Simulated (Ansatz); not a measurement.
The system is ZrC.

```
Zr C
1.0
     0.00000    2.36500    2.36500
     2.36500    0.00000    2.36500
     2.36500    2.36500    0.00000
Zr C
1 1
Direct
  0.50000 0.50000 0.50000
  0.00000 0.00000 0.00000
```

Base run:

| Quantity | Value |
| --- | --- |
| Program | Ansatz 0.2.0 |
| Functional | revPBE |
| Potentials or basis | Ansatz PAW |
| Cutoff | 420 eV |
| Density cutoff | 1680 eV |
| k mesh | 10 × 10 × 10 |
| Occupations | fermi-dirac, width 0.05 eV |
| Spin | no spin polarisation |

Its results: band gap on the k mesh none (metal or under the smearing width); pressure -0.5 GPa.

**Question.** After a change of settings the same cell gave: band gap on the k mesh none (metal or under the smearing width); pressure -2.6 GPa. Which change was it?
A. functional from revPBE to r2SCAN; cutoff from 420 eV to 500 eV; density cutoff from 1680 eV to 2000 eV
B. functional from revPBE to LDA
C. functional from revPBE to PBEsol; spin from no spin polarisation to spin-orbit coupling, no magnetisation; potential files from those of the base run to others of the same set
D. functional from revPBE to PBEsol; k mesh from 10 × 10 × 10 to 8 × 8 × 8

**Answer.** A.

Caveats: the PAW data sets come from PBE, with cores solved anew for the run's functional, which leaves a small shift of forces and pressure; the potentials were made for another functional, which shifts forces and pressure (some runs).

Not every run made on this cell is shown here.
